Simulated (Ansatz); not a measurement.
# The 2H-MoTe2 bilayer (2H stacking) between two gates, part 2 of 3

Aim: screening and gap of the neutral 2H-MoTe2 bilayer (2H stacking) between oppositely charged gates.

Ansatz 0.2.0; plane-wave DFT, PBE-D3(BJ), Ansatz PAW (set soft_1); PAW set soft_1 (the session's first sound run).

So far. Step 2 (Relaxation): The lattice constant a goes from 3.550 to 3.500 Å.

**3. Gated layer, displacement field 0**

The slab is cut off from its images along the normal. Two sheets of opposite charge stand for the gates, so the stack stays neutral in a displacement field; barriers ahead of the sheets keep electrons from leaking to them. The uncharged case sets the zero.

The cell differs from the one that the last finished run ended in (c 52.648 → 51.285 Å).

input.yaml reads:

```yaml
crystal:
  lattice:
    - [3.5003931924, 0.0, 0.0]
    - [-1.7501965962, 3.0314294278, 0.0]
    - [0.0, 0.0, 51.285428586]
  atoms:
    - { symbol: Te, position: [0.3333333333, 0.6666666667, 0.3977738036] }
    - { symbol: Mo, position: [0.0, 0.0, 0.4331889825] }
    - { symbol: Te, position: [0.3333333333, 0.6666666667, 0.4686395709] }
    - { symbol: Te, position: [0.0, 0.0, 0.5313604291] }
    - { symbol: Mo, position: [0.3333333333, 0.6666666667, 0.5668110175] }
    - { symbol: Te, position: [0.0, 0.0, 0.6022261964] }
  periodic: [true, true, false]
  symmetry: { detect: true }
kpoints:
  mp_grid: { grid: [24, 24, 1] }
  band_path:
    path: [[0, 0, 0], [0.5, 0, 0], [0.33333333, 0.33333333, 0], [0, 0, 0]]
    npoints: 16
hamiltonian:
  xc: pbe
  dispersion: d3bj
  pseudopotentials: { kind: paw, azcp: { folder: soft_1 } }
scf:
  occupations: { method: fermi_dirac, width: 0.02585 }
  convergence: { dr2_threshold: 1.0e-10 }
output:
  forces: true
  eigenvalues: true
  dos: { projected: true, e_range: [-3, 3], de: 0.01 }
  write_potential: true
  write_density: true
  volumetric_format: npy
  elf: true
external_charges:
  - { charge: 0, barrier: 10, axis: 3, height: 34.385, sigma: 0.25 }
  - { charge: 0, barrier: 10, axis: 3, height: 16.9, sigma: 0.25 }
```

Launch:

```bash
$ ansatz run input.yaml --threads 4 --pin off --max-ram 8192MiB --backend cpu --events-out ev --progress --plain --runs-dir out
```

Numbers of over 12 decimals in the logs are rounded to 6 here.

What it wrote:

```text
[...]
Crystal: 6 atoms, lattice volume = 544.200 Å³
Basis set: ecut = 420 eV, 10605 PW (Γ), exchange–correlation on 48×48×720 points (8 copies of the dense FFT grid, shifted against one another)
Bands: 56, of which v1, the nominal top of the filled ones, is band 46 counted from 1 (45 counted from 0)
Symmetry: 6 space group operations
k-points: 61 of 576 (time reversal used)
[...]
SCF iter   1: F=—  HF=-37837.916222 eV  |F-HF|=—  |Δ(HF+E_count)|=         —  Δρ=2.55e-2  dr2=4.75e0  ethr=3.10e-3  ⟨swp⟩=22.6  Hψ=27104  notcnv=0
[...]
SCF iter  18: F=-37836.663195 eV  HF=-37836.663195 eV  |F-HF|=5.82e-11  |Δ(HF+E_count)|=  1.53e-10  Δρ=5.37e-8  dr2=8.80e-11  ethr=1.00e-12  ⟨swp⟩=27.4  Hψ=30298  notcnv=0
SCF 1 converged in 18 iterations: F = -37836.663195 eV  dr2 = 8.80e-11
[...]
NSCF: frozen V_eff on 49 k-points
[...]
SCF converged after 18 iterations
Free energy (F): -37836.663195 eV
[...]
Internal energy: -37836.663195 eV  (E = F + TS)
E sigma→0 (E₀):  -37836.663195 eV
Fermi energy:    -4.187762 eV
[...]
--- Forces (eV/Å), atoms and charges each counted from 1 ---
  atom   1  Te     0.00000000     0.00000000     0.01305680
  atom   2  Mo     0.00000000    -0.00000000     0.00173660
  atom   3  Te    -0.00000000     0.00000000     0.00053921
  atom   4  Te     0.00000000    -0.00000000    -0.00054003
  atom   5  Mo     0.00000000     0.00000000    -0.00173788
  atom   6  Te     0.00000000    -0.00000000    -0.01307256
  external charge   1     0.00000000     0.00000000     0.01534857
  external charge   2     0.00000000     0.00000000    -0.01533038
  max |Σ_I F_I| component, the external charges' with the atoms': 3.41e-7 eV/Å
--- Band table (eV; the first three rows and the last of 61) ---
  k-point 0: bands = [... 42 lower, -5.5671, -5.5671, -5.4762, -4.5989, -1.6522, -1.6522, -1.5335, -1.5335, ... 6 higher]
  k-point 1: bands = [... 42 lower, -5.5848, -5.5445, -5.4542, -4.6045, -1.7694, -1.6531, -1.6514, -1.5097, ... 6 higher]
  k-point 2: bands = [... 42 lower, -5.6195, -5.4788, -5.4216, -4.6407, -2.0335, -1.9446, -1.8596, -1.7772, ... 6 higher]
  k-point 60: bands = [... 42 lower, -6.5462, -6.5462, -4.8621, -4.7023, -3.5609, -3.5609, -3.2803, -2.6888, ... 6 higher]
```

Wall time 100 s (4 threads of Arm Neoverse V2, shared host); peak memory 2 GiB.

Numbers from this step:

- gap along the path: 0.8321 eV
- smallest direct gap along the path: 1.141 eV
- gap, the smaller of path and mesh: 0.8321 eV
- potential beyond the upper barrier and gate, less the barrier, from the Fermi level: 4.188 eV

Running mean over a fixed 2.7 Å (it still follows the layers) of the planar mean; beyond a gate it holds the 10 eV model barrier. The electron's electrostatic potential energy less the Fermi level by z:

z (Å), electron's electrostatic potential energy less the Fermi level (eV) and a bar from the least value:
```
        4       14.2 ##############################
        6       14.2 ##############################
        8       14.2 ##############################
       10       14.2 ##############################
       12       14.2 ##############################
       14       14.2 ##############################
       16       12.5 ############################
       18        4.7 ##################
       20       -3.9 #######
       22       -9.0 
       24       -5.7 ####
       26       -2.0 #########
       28       -8.9 
       30       -9.2 
       32       -1.0 ##########
       34        7.7 ######################
       36       14.1 ##############################
       38       14.2 ##############################
       40       14.2 ##############################
       42       14.2 ##############################
       44       14.2 ##############################
       46       14.2 ##############################
```

The density of states has structure finer than the step of the table below, so its rows give means over 0.2 eV, whole bins alone (the curve runs from -3 to 2.41 eV). Peaks (eV: height): -2.41: 11.5, -2.38: 11.3, 1.05: 16.5, 1.20: 18.6, 1.24: 13.1, 1.35: 11.4, 1.83: 11.6.

The density of states by energy, zero at the Fermi level of the run, which the smearing sets inside the gap; means over each step:

```
energy (eV)  density of states (states/eV a cell)
       -2.8                                  5.08
       -2.6                                  3.65
       -2.4                                  6.38
       -2.2                                  8.12
       -2.0                                  7.14
       -1.8                                  7.77
       -1.6                                  6.36
       -1.4                                  5.01
       -1.2                                  5.94
       -1.0                                  6.45
       -0.8                                  5.78
       -0.6                                  1.54
       -0.4                                 0.361
       -0.2                                     0
        0.0                                     0
        0.2                                     0
        0.4                                 0.596
        0.6                                  2.75
        0.8                                  5.03
        1.0                                  8.94
        1.2                                  9.72
        1.4                                  7.47
        1.6                                  5.93
        1.8                                  6.19
        2.0                                  4.77
        2.2                                  3.13
```

Projected DOS per atom over height of the atomic layer and energy from the Fermi level. Layers: Te Mo Te Te Mo Te from below.

Ten even steps from '_' (0.00 states/eV) to '@' (3.00 states/eV), each cell a mean:
```
............
..::::::::..
::==::::==::
::++....++::
::@@::::@@::
::@@....@@::
..**....**..
__--____--__
____________
____________
____________
____________
__::....::__
::**::::**::
..++....++..
::==....==::
::++::::++::
--++----++--
==++----++==
::==----==::
..--....--..
::==::::==::
```
Columns: height of the atomic layer (Å) from 20.4 to 30.9 (not evenly spaced); rows upwards: energy from the Fermi level (eV) from -2.98 to 2.42.

The electronic bands at the labelled points (eV, zero at the Fermi level of the run, which the smearing sets inside the gap):

```
  point  band 43  band 44  band 45  band 46  band 47  band 48  band 49  band 50
      Γ    -1.38    -1.38    -1.29    -0.41     2.54     2.54     2.65     2.65
halfway    -1.55    -1.49    -1.45    -1.32     0.86     1.13     1.53     1.62
      M    -1.39    -1.37    -0.90    -0.70     0.91     0.95     1.14     1.35
halfway    -2.39    -2.18    -0.85    -0.69     0.85     0.94     1.37     1.55
      K    -2.36    -2.36    -0.67    -0.51     0.63     0.63     0.91     1.50
halfway    -1.49    -1.40    -1.18    -1.08     0.51     0.92     1.25     1.32
      Γ    -1.38    -1.38    -1.29    -0.41     2.54     2.54     2.65     2.65
```

Electrostatic potential energy in the ca plane at fractional y = 0.667, with atoms of Te and Mo within 0.2 Å of it. With pseudopotentials it is smooth inside the atoms' cores, unlike the true potential.

Ten even steps from '0' (-40 eV) to '9' (10 eV), each cell a mean:
```
99999999999877777777776655567777777776445677
99999999999877777777776654567777777765445677
99999999999887777766666655666666777776556666
99999999999887777642135666664213677777666642
99999999999887777412303677640231267777776400
99999999999887776328941577631895167777776300
99999999999887777316821677630683167777776300
99999999999887777520004677652001467777776520
99999999999887777764456666666445677776666665
```
Columns run along c (16.0 Å, from fractional 0.26 to 0.57 of the cell; values clipped at the 3rd and 97th percentile), rows up along a (3.5 Å). Atoms in or near the plane, at fractional coordinates: Te at (0.40, 0.33), Te at (0.47, 0.33), Mo at (0.57, 0.33).

Valence density in the ca plane at fractional y = 0.667, with atoms of Te and Mo within 0.2 Å of it. It is the smooth field of the valence electrons, not physical close to the nuclei.

Ten steps, logarithmic in the rise over the least value, from '0' (0 e/Å³) to '9' (16 e/Å³), each cell a mean:
```
00000000000000000011111222221111000012222211
00000000000000000001111223211111000112332211
00000000000000000112222222222221100012222222
00000000000000001233432221223343210011122234
00000000000000001357863211235776321000112357
00000000000000001369984211236998421000112468
00000000000000001368974211236897421000112367
00000000000000001245643211224564311001112246
00000000000000000122322222222222110011222222
```
Columns run along c (16.0 Å, from fractional 0.26 to 0.57 of the cell), rows up along a (3.5 Å). Atoms in or near the plane, at fractional coordinates: Te at (0.40, 0.33), Te at (0.47, 0.33), Mo at (0.57, 0.33).

ELF in the ca plane at fractional y = 0.667, with atoms of Te and Mo within 0.2 Å of it. It is the smooth field of the valence electrons, not physical close to the nuclei.

Values, 5 rows by 16 columns, each cell a mean:
```
0.00 0.00 0.00 0.00 0.00 0.04 0.19 0.34 0.20 0.21 0.31 0.24 0.14 0.61 0.51 0.41
0.00 0.00 0.00 0.00 0.02 0.24 0.51 0.49 0.32 0.23 0.48 0.48 0.19 0.51 0.54 0.32
0.00 0.00 0.00 0.00 0.16 0.70 0.59 0.21 0.42 0.34 0.29 0.38 0.42 0.16 0.33 0.51
0.00 0.00 0.00 0.00 0.20 0.75 0.53 0.10 0.39 0.33 0.20 0.28 0.47 0.09 0.25 0.55
0.00 0.00 0.00 0.00 0.06 0.46 0.64 0.45 0.41 0.29 0.49 0.54 0.28 0.37 0.50 0.34
```
Columns run along c (16.0 Å, from fractional 0.26 to 0.57 of the cell), rows up along a (3.5 Å). Atoms in or near the plane, at fractional coordinates: Te at (0.40, 0.33), Te at (0.47, 0.33), Mo at (0.57, 0.33).

The gap, the smaller of path and mesh, is 0.832 eV.

**4. Gated layer, displacement field 0.905 V/nm**

input.yaml: that of step 3 with these lines changed.

```diff
@@ -29,3 +29,2 @@
   eigenvalues: true
-  dos: { projected: true, e_range: [-3, 3], de: 0.01 }
   write_potential: true
@@ -33,5 +32,6 @@
   volumetric_format: npy
-  elf: true
 external_charges:
   - { charge: 0, barrier: 10, axis: 3, height: 34.385, sigma: 0.25 }
+  - { charge: -0.005306, axis: 3, height: 35.885, sigma: 0.5 }
   - { charge: 0, barrier: 10, axis: 3, height: 16.9, sigma: 0.25 }
+  - { charge: 0.005306, axis: 3, height: 15.4, sigma: 0.5 }
```

What it wrote:

```text
[...]
Crystal: 6 atoms, lattice volume = 544.200 Å³
Basis set: ecut = 420 eV, 10605 PW (Γ), exchange–correlation on 48×48×720 points (8 copies of the dense FFT grid, shifted against one another)
Bands: 56, of which v1, the nominal top of the filled ones, is band 46 counted from 1 (45 counted from 0)
Symmetry: 6 space group operations
k-points: 61 of 576 (time reversal used)
[...]
SCF iter   1: F=—  HF=-37837.913064 eV  |F-HF|=—  |Δ(HF+E_count)|=         —  Δρ=2.55e-2  dr2=4.76e0  ethr=3.10e-3  ⟨swp⟩=22.9  Hψ=27950  notcnv=0
[...]
SCF iter  18: F=-37836.661421 eV  HF=-37836.661421 eV  |F-HF|=5.24e-10  |Δ(HF+E_count)|=  7.79e-10  Δρ=4.57e-8  dr2=5.36e-11  ethr=1.00e-12  ⟨swp⟩=29.3  Hψ=30278  notcnv=0
SCF 1 converged in 18 iterations: F = -37836.661421 eV  dr2 = 5.36e-11
[...]
SCF converged after 18 iterations
Free energy (F): -37836.661421 eV
[...]
Internal energy: -37836.661421 eV  (E = F + TS)
E sigma→0 (E₀):  -37836.661421 eV
Fermi energy:    -4.188665 eV
[...]
--- Forces (eV/Å), atoms and charges each counted from 1 ---
  atom   1  Te     0.00000000     0.00000000     0.02010278
  atom   2  Mo     0.00000000    -0.00000000    -0.01135645
  atom   3  Te     0.00000000     0.00000000     0.00724357
  atom   4  Te     0.00000000    -0.00000000     0.00581607
  atom   5  Mo     0.00000000     0.00000000    -0.01478623
  atom   6  Te     0.00000000    -0.00000000    -0.00556764
  external charge   1     0.00000000     0.00000000     0.01463313
  external charge   2     0.00000000     0.00000000    -0.00024040
  external charge   3     0.00000000     0.00000000    -0.01608403
  external charge   4     0.00000000     0.00000000     0.00023965
  max |Σ_I F_I| component, the external charges' with the atoms': 4.40e-7 eV/Å
--- Band table (eV; the first three rows and the last of 61) ---
  k-point 0: bands = [... 42 lower, -5.5520, -5.5520, -5.4755, -4.5991, -1.6566, -1.6566, -1.5316, -1.5316, ... 6 higher]
  k-point 1: bands = [... 42 lower, -5.5859, -5.5436, -5.4491, -4.6046, -1.7738, -1.6564, -1.6501, -1.5114, ... 6 higher]
  k-point 2: bands = [... 42 lower, -5.6205, -5.4908, -5.4097, -4.6409, -2.0393, -1.9449, -1.8610, -1.7718, ... 6 higher]
  k-point 60: bands = [... 42 lower, -6.5697, -6.5233, -4.8663, -4.6991, -3.5860, -3.5367, -3.2818, -2.6882, ... 6 higher]
```

Run time: 96 s. Hardware: 4 threads; peak memory 1.8 GiB; 6.3 min of CPU time.

Numbers from this step:

| Quantity | Value |
| --- | --- |
| gap along the path | 0.8305 eV |
| smallest direct gap along the path | 1.113 eV |
| gap, the smaller of path and mesh | 0.8305 eV |
| potential beyond the upper barrier and gate, less the barrier, from the Fermi level | 4.549 eV |

The electronic bands at the labelled points (eV, zero at the Fermi level of the run, which the smearing sets inside the gap):

```
  point  band 43  band 44  band 45  band 46  band 47  band 48  band 49  band 50
      Γ    -1.36    -1.36    -1.29    -0.41     2.53     2.53     2.66     2.66
halfway    -1.56    -1.48    -1.45    -1.31     0.85     1.13     1.52     1.62
      M    -1.41    -1.35    -0.91    -0.70     0.90     0.96     1.13     1.35
halfway    -2.39    -2.17    -0.86    -0.69     0.85     0.95     1.37     1.54
      K    -2.38    -2.33    -0.68    -0.51     0.60     0.65     0.91     1.50
halfway    -1.50    -1.40    -1.18    -1.07     0.51     0.92     1.25     1.32
      Γ    -1.36    -1.36    -1.29    -0.41     2.53     2.53     2.66     2.66
```

The gap, the smaller of path and mesh, is 0.830 eV.

**5. Gated layer, displacement field 1.81 V/nm**

input.yaml: that of step 4 with these lines changed.

```diff
@@ -34,4 +34,4 @@
   - { charge: 0, barrier: 10, axis: 3, height: 34.385, sigma: 0.25 }
-  - { charge: -0.005306, axis: 3, height: 35.885, sigma: 0.5 }
+  - { charge: -0.010611, axis: 3, height: 35.885, sigma: 0.5 }
   - { charge: 0, barrier: 10, axis: 3, height: 16.9, sigma: 0.25 }
-  - { charge: 0.005306, axis: 3, height: 15.4, sigma: 0.5 }
+  - { charge: 0.010611, axis: 3, height: 15.4, sigma: 0.5 }
```

What it wrote:

```text
[...]
Crystal: 6 atoms, lattice volume = 544.200 Å³
Basis set: ecut = 420 eV, 10605 PW (Γ), exchange–correlation on 48×48×720 points (8 copies of the dense FFT grid, shifted against one another)
Bands: 56, of which v1, the nominal top of the filled ones, is band 46 counted from 1 (45 counted from 0)
Symmetry: 6 space group operations
k-points: 61 of 576 (time reversal used)
[...]
--- Band table (eV; the first three rows and the last of 61) ---
  k-point 0: bands = [... 42 lower, -5.5300, -5.5300, -5.4736, -4.5994, -1.6689, -1.6689, -1.5274, -1.5274, ... 6 higher]
  k-point 1: bands = [... 42 lower, -5.5640, -5.5417, -5.4360, -4.6050, -1.7861, -1.6658, -1.6475, -1.5170, ... 6 higher]
  k-point 2: bands = [... 42 lower, -5.6238, -5.5140, -5.3864, -4.6413, -2.0546, -1.9485, -1.8614, -1.7582, ... 6 higher]
  k-point 60: bands = [... 42 lower, -6.5936, -6.5009, -4.8779, -4.6905, -3.6120, -3.5136, -3.2864, -2.6865, ... 6 higher]
[key lines of the parts left out:]
SCF converged after 19 iterations
Free energy (F): -37836.656099 eV
Fermi energy:    -4.191373 eV
```

The job ended after 96 s (4 threads; peak memory 1.8 GiB).

The electronic bands at the labelled points (eV, zero at the Fermi level of the run, which the smearing sets inside the gap):

```
  point  band 43  band 44  band 45  band 46  band 47  band 48  band 49  band 50
      Γ    -1.34    -1.34    -1.28    -0.41     2.52     2.52     2.66     2.66
halfway    -1.57    -1.46    -1.45    -1.30     0.85     1.14     1.52     1.62
      M    -1.43    -1.33    -0.91    -0.69     0.88     0.99     1.13     1.36
halfway    -2.40    -2.16    -0.86    -0.68     0.83     0.96     1.37     1.53
      K    -2.40    -2.31    -0.69    -0.50     0.58     0.68     0.90     1.50
halfway    -1.51    -1.38    -1.19    -1.06     0.51     0.92     1.24     1.33
      Γ    -1.34    -1.34    -1.28    -0.41     2.52     2.52     2.66     2.66
```

The gap, the smaller of path and mesh, is 0.826 eV.

**6. Gated layer, displacement field 2.71 V/nm**

input.yaml: that of step 5 with these lines changed.

```diff
@@ -34,4 +34,4 @@
   - { charge: 0, barrier: 10, axis: 3, height: 34.385, sigma: 0.25 }
-  - { charge: -0.010611, axis: 3, height: 35.885, sigma: 0.5 }
+  - { charge: -0.015917, axis: 3, height: 35.885, sigma: 0.5 }
   - { charge: 0, barrier: 10, axis: 3, height: 16.9, sigma: 0.25 }
-  - { charge: 0.010611, axis: 3, height: 15.4, sigma: 0.5 }
+  - { charge: 0.015917, axis: 3, height: 15.4, sigma: 0.5 }
```

What it wrote:

```text
[...]
Crystal: 6 atoms, lattice volume = 544.200 Å³
Basis set: ecut = 420 eV, 10605 PW (Γ), exchange–correlation on 48×48×720 points (8 copies of the dense FFT grid, shifted against one another)
Bands: 56, of which v1, the nominal top of the filled ones, is band 46 counted from 1 (45 counted from 0)
Symmetry: 6 space group operations
k-points: 61 of 576 (time reversal used)
[...]
--- Band table (eV; the first three rows and the last of 61) ---
  k-point 0: bands = [... 42 lower, -5.5081, -5.5081, -5.4705, -4.6000, -1.6868, -1.6868, -1.5238, -1.5238, ... 6 higher]
  k-point 1: bands = [... 42 lower, -5.5422, -5.5398, -5.4184, -4.6057, -1.8042, -1.6805, -1.6473, -1.5275, ... 6 higher]
  k-point 2: bands = [... 42 lower, -5.6305, -5.5385, -5.3609, -4.6422, -2.0763, -1.9595, -1.8566, -1.7402, ... 6 higher]
  k-point 60: bands = [... 42 lower, -6.6181, -6.4793, -4.8952, -4.6782, -3.6390, -3.4915, -3.2940, -2.6837, ... 6 higher]
[key lines of the parts left out:]
SCF converged after 17 iterations
Free energy (F): -37836.647228 eV
Fermi energy:    -4.195823 eV
```

The job ended after 94 s (4 threads; peak memory 1.8 GiB; 6.2 min of CPU time).

The gap, the smaller of path and mesh, is 0.818 eV.

(Continued in part 3 of 3.)

[Logs are printed without paths, hosts, clocks, repeated set-up lines and the standing remarks that a program may print on its own settings, such as how far it seeks lower states.]

[Hosts, paths, dates, database ids (printed as entryN), source tags and the programs' standing remarks are cut or masked in the printed files.]

[Maps of the electrostatic potential energy from Ansatz leave out the sawtooth potential of an applied field or a dipole correction, so their vacuum need not be flat; planar profiles and work functions include it.]

[The density of states shown here was stored with 400 of the rows of the run's finer table, so its peaks can read low, often by over a quarter, or be missed, and its means over a window can be off by a tenth or more.]
